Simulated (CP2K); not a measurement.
## I under changes of volume

One of the cells (44.630 Å³/atom); the others are scaled copies at fixed shape and fractional positions:

```xyz
1
Lattice="4.8395 0.0000 0.0000 2.6772 4.0316 0.0000 -3.7583 -2.0158 2.2874" Properties=species:S:1:pos:R:3 pbc="T T T"
I     0.0000    0.0000    0.0000
```

- Program: CP2K 2026.2
- Functional: PBE
- Potentials or basis: POTENTIAL_UZH I GTH-PBE-q7; TZVP-MOLOPT-PBE-GTH basis
- Density cutoff: 6123 eV
- k mesh: 11 × 11 × 11
- Occupations: fermi-dirac, width 0.05 eV
- Spin: no spin polarisation

| volume (Å³/atom) | energy over the lowest point (meV/atom) | pressure (GPa) |
| --- | --- | --- |
| 41.952 | 28.55 | 2.5 |
| 42.845 | 16.58 | 1.8 |
| 43.737 | 8.12 | 1.2 |
| 44.630 | ? | ? |
| 45.522 | 0.17 | 0.3 |
| 46.415 | 0.00 | -0.2 |
| 47.308 | 1.97 | -0.5 |

Question: What does the run at 44.630 Å³/atom give?

Answer: Energy over the lowest point 2.78 meV/atom; pressure 0.7 GPa.

Worked out: A Birch-Murnaghan fit of order 3 (a polynomial in V^(-2/3)) to the other rows has its minimum at 46.03 Å³/atom with B0 = V·E''(V) = 21 GPa and B' = 5.4 at fixed shape and positions, which overstates the stiffness. It gives 2.77 meV/atom at 44.630 Å³/atom, against the run's 2.78, and -dE/dV = 0.7 GPa, against 0.7.

Energies are extrapolated to zero smearing.

Caveats: the basis of atomic orbitals isn't converged, which shifts pressures, moduli and gaps; an odd number of electrons without spin polarisation forces a metal; a magnetic or distorted state may lie lower.
